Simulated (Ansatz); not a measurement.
Te2Pt (Moncheite), 3 atoms in the cell. Symmetry: P-3m1, No. 164, trigonal system. Conventional cell: a = 4.010 Å, b = 4.010 Å, c = 5.201 Å, α = 90.00°, β = 90.00°, γ = 120.00°. Around Pt (site symmetry -3m) lie 6 Te at 2.66 Å. Te (site symmetry 3m) is surrounded by 3 Pt at 2.66 Å. 

- Program: Ansatz 0.2.0
- Task: band structure
- Functional: PBEsol
- Potentials or basis: all-electron LAPW, inner shells corrected to Dirac's equation
- Cutoff: 271 eV (chosen from the basis error)
- Basis error allowed: 0.002 eV/atom
- k mesh: 8 × 8 × 5
- Occupations: fermi-dirac, width 0.05 eV
- Spin: no spin polarisation

Potentials or basis: all-electron LAPW, inner shells corrected to Dirac's equation.

Run with:

```bash
$ ansatz run input.yaml --threads 2 --pin off --max-ram 8192MiB --backend cpu --events-out ev --progress --plain --runs-dir out
```

Hardware: 2 threads of Intel(R) Xeon(R) Processor @ 2.50GHz (Skylake/Cascade Lake) (shared host).

Q: Estimate the wall time of this run.

A: It took 46 s on 2 threads of Intel(R) Xeon(R) Processor @ 2.50GHz (Skylake/Cascade Lake) (shared host), peak memory 0.53 GiB. Counts: scf iterations 7, plane waves 745, k points 40, bands 54.
